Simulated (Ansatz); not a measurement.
The following input was run with Ansatz 0.2.0.

```yaml
crystal:
  lattice:
    - [3.3785892607, 0.0, 0.0]
    - [-1.6892946303, 2.9259441287, 0.0]
    - [0.0, 0.0, 5.3062053269]
  atoms:
    - { symbol: Li, position: [0.33333333, 0.66666667, 0.38115426] }
    - { symbol: Li, position: [0.66666667, 0.33333333, 0.88115426] }
    - { symbol: Cl, position: [0.33333333, 0.66666667, 0.99384374] }
    - { symbol: Cl, position: [0.66666667, 0.33333333, 0.49384374] }
basis:
  ecutwfc: 420
kpoints:
  mp_grid: { grid: [9, 9, 4] }
hamiltonian:
  xc: pbe
scf:
  occupations: { method: gaussian, width: 0.02 }
output:
  forces: true
  stress: true
  eigenvalues: true
```

Run as
```bash
ansatz run input.yaml --threads 1 --pin off --max-ram 1331MiB --backend cpu --events-out ev --progress --plain --runs-dir out
```

These are results of DFT PBE, scalar-relativistic, plane waves, PAW in Ansatz 0.2.0, not measurements.

From the run's log, abridged:

```
Pseudopotentials: kind: paw
Pseudopotential: Li, paw, valence charge 3, recommended cutoff 420 eV (normal)
Pseudopotential: Cl, paw, valence charge 7, recommended cutoff 420 eV (normal)
Functional definition: PBE
Crystal: 4 atoms, lattice volume = 52.455 Å³
Basis set: ecut = 420 eV, 1061 PW (Γ), exchange–correlation on 48×48×72 points (8 copies of the dense FFT grid, shifted against one another)
Bands: 14, of which v1, the nominal top of the filled ones, is band 10 counted from 1 (9 counted from 0)
Symmetry: 12 space group operations
Space group: P63mc (ITA 186), of the structure as read, at distance tolerance 3.7e-5 Å
k-points: 36 of 324 (time reversal used)
Initial density: superposition of atomic densities (neutral atoms: chi_scale 0, normalization atom), corrected by the library's trained network
Initial wavefunctions: pseudopotential atomic-orbital guess
Functional: x = pbe(κ = 0.804, μ = 0.21951497), c = pbe(β = 0.06672455)
SCF iter   1: F=—  HF=-2573.775276 eV  |F-HF|=—  |Δ(HF+E_count)|=         —  Δρ=1.19e-3  dr2=6.54e-4  ethr=1.77e-3  ⟨swp⟩=6.8  Hψ=3068  notcnv=0
SCF iter   2: F=—  HF=-2573.772917 eV  |F-HF|=—  |Δ(HF+E_count)|=   2.36e-3  Δρ=6.08e-4  dr2=1.27e-4  ethr=3.27e-6  ⟨swp⟩=2.2  Hψ=1104  notcnv=0
SCF iter   3: F=—  HF=-2573.772724 eV  |F-HF|=—  |Δ(HF+E_count)|=   1.94e-4  Δρ=2.32e-4  dr2=1.52e-5  ethr=6.37e-7  ⟨swp⟩=2.4  Hψ=791  notcnv=0
SCF iter   4: F=—  HF=-2573.772778 eV  |F-HF|=—  |Δ(HF+E_count)|=   5.42e-5  Δρ=4.40e-5  dr2=9.57e-7  ethr=7.61e-8  ⟨swp⟩=2.1  Hψ=860  notcnv=0
SCF iter   5: F=-2573.772778 eV  HF=-2573.772778 eV  |F-HF|=3.86e-9  |Δ(HF+E_count)|=   2.37e-7  Δρ=1.02e-5  dr2=3.68e-8  ethr=4.79e-9  ⟨swp⟩=2.0  Hψ=727  notcnv=0
SCF iter   6: F=-2573.772778 eV  HF=-2573.772778 eV  |F-HF|=3.47e-10  |Δ(HF+E_count)|=   1.16e-8  Δρ=1.09e-6  dr2=6.73e-10  ethr=1.84e-10  ⟨swp⟩=2.0  Hψ=1798  notcnv=0
SCF 1 converged in 6 iterations: F = -2573.772778 eV  dr2 = 6.73e-10
SCF converged after 6 iterations
Free energy (F): -2573.772778 eV
Harris-Foulkes:  -2573.772778 eV  (|F-HF|=3.47e-10)
Internal energy: -2573.772778 eV  (E = F + TS)
E sigma→0 (E₀):  -2573.772778 eV
Fermi energy:    7.378324 eV
--- Per-component energies (eV) ---
  E_band       = -169.163169
  E_kinetic    = 382.766300
  E_local      = -619.442309  (includes V_loc(G=0)·N_el)
  E_nonlocal   = -7.247208
  E_hartree    = 187.508206
  E_xc         = -242.224009
  E_vxc        = -280.436719  (∫ρ·V_xc dr)
  E_paw        = -1361.656463  (= ΣΔE_a)
  E_vpaw       = -19.820194  (= ΣTr[D̂ρ^β])
  E_aug_tail   = 0.000200  (compensation charges beyond the density's cutoff)
  E_ewald      = -913.477495
  E_smearing   =  0.000000  (= −TS)
--- Forces (eV/Å), atoms counted from 1 ---
  atom   1  Li     0.00000000     0.00000000     0.02496582
  atom   2  Li     0.00000000     0.00000000     0.02496582
  atom   3  Cl     0.00000000     0.00000000    -0.02496681
  atom   4  Cl     0.00000000     0.00000000    -0.02496681
--- Stress (GPa, compression-positive) ---
       30.881184       0.000000       0.000000
        0.000000      30.881184       0.000000
        0.000000       0.000000      30.015335
  P = ⅓ Tr σ = 30.5926 GPa (305.926 kbar)
--- Band table (eV; the first three rows and the last of 36) ---
  k-point 0: bands = ["-38.6095", "-38.5926", "-10.4212", "-9.4885", "-0.2512", "2.9322", "2.9322", "3.6805", "3.6805", "3.9761", "11.7963", "13.3284", "13.6967", "13.6967"]
  k-point 1: bands = ["-38.6070", "-38.5951", "-10.3073", "-9.6535", "0.2898", "3.0351", "3.0351", "3.2220", "3.5640", "3.5640", "12.2082", "13.1860", "13.6761", "13.6761"]
  k-point 2: bands = ["-38.6010", "-38.6010", "-10.0051", "-10.0051", "1.6609", "1.6609", "3.2928", "3.2928", "3.2928", "3.2928", "12.8160", "12.8160", "13.9642", "13.9642"]
  k-point 35: bands = ["-38.5908", "-38.5908", "-9.4652", "-9.4652", "0.7792", "0.7792", "0.9814", "0.9814", "3.0993", "3.0993", "12.9523", "12.9523", "13.3173", "13.3173"]
```

Self-consistency was reached.